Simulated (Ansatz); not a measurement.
## A vibration from a frozen displacement in Ge

The calculation used DFT PBEsol, scalar-relativistic, plane waves, PAW in Ansatz 0.2.0. The runs took a 420 eV cutoff, a Γ-centred 8×8×8 mesh and Gaussian smearing (0.15 eV). No spin polarisation. Energies are free energies at this smearing, counted from the undisturbed cell; pressure is positive in compression.

Reference structure (relaxed at this level; this form isn't the usual structure):

```xyz
8
Lattice="-3.4697 3.4697 3.4697 3.4697 -3.4697 3.4697 3.4697 3.4697 -3.4697" Properties=species:S:1:pos:R:3 pbc="T T T"
Ge    1.0265    4.4961   -1.0265
Ge   -1.0265    1.0265    4.4961
Ge    4.4961   -1.0265    1.0265
Ge    2.4432    2.4432    2.4432
Ge   -1.0265    2.4432    1.0265
Ge    1.0265   -1.0265    2.4432
Ge    2.4432    1.0265   -1.0265
Ge    1.0265    1.0265    1.0265
```

Atom 1 (Ge) is moved by x along the Cartesian unit vector (0.577, 0.577, -0.577); the cell and all other atoms stay fixed. The cell's volume is 167.08 Å³; the moved atoms weigh 72.630 u together and the others 508.410 u.

```
  x (Å)  ΔE (meV/cell) total force on the moved atoms along the move (eV/Å) pressure (GPa)
-0.2000          97.50                                                0.7694         -0.3548
-0.1600          67.78                                                0.7101         -0.3183
-0.1200          41.25                                                0.6085         -0.2707
-0.0400           5.26                                                0.2562         -0.1258
 0.0000           0.00                                               -0.0031         -0.0214
 0.0800          26.56                                               -0.7027          0.2641
 0.1200          63.43                                               -1.1530          0.4520
 0.1600         119.84                                               -1.6816          0.6775
 0.2000         199.15                                               -2.2991          0.9478
```

Task: What frequency belongs to this motion?

Result: The force constant is k = −dF/dx = 7.236 eV/Å², from the parabola through x = -0.0400, 0 and 0.0800. In every cell the moved atoms swing against the rest, so the mass is μ = m₁m₂/(m₁ + m₂) = 63.551 u, and ν̃ = 521.5 cm⁻¹ × √(|k|/μ) = 176 cm⁻¹. Steps this long are already anharmonic: the energies of the same points give k = 7.723 eV/Å², so the harmonic k is uncertain by that gap or more. The pattern needn't be a normal mode: ν̃² is then a weighted mean of the squared nonzero frequencies at the zone centre of this cell, so it lies between the lowest and the highest of them.

Task: How far does the harmonic law reach?

Result: At x = -0.200 Å, kx²/2 = 144.73 meV against the computed 97.50 meV (-32.6 %): the well softens in this direction at large amplitude.

In a metal these slopes depend on the k mesh and the smearing.

The potential is strongly lopsided: at 0.2000 Å the displacement costs 199.15 meV in the positive direction but only 97.50 meV in the negative, with restoring forces of 2.2991 and 0.7694 eV/Å. The coordinates, those of the BC8 form of germanium, explain why. Positive x drives the atom almost head-on into its bonded neighbour on the threefold axis, where overlap repulsion rises steeply. Negative x stretches that bond, and the pull weakens as orbital overlap is lost. The other three bonds lie nearly perpendicular to the motion, so they mostly bend and resist it less. The softening is therefore one-sided, with hardening on the compressive side.

The pressure follows the same asymmetry. Averaged over equal and opposite displacements of the larger steps it is positive, which suggests that this motion favours expansion of the lattice. Because the inversion partner of the moved atom stays fixed, the pattern mixes even and odd vibrations, and 176 cm⁻¹ can't be assigned to a single Raman or infrared line.
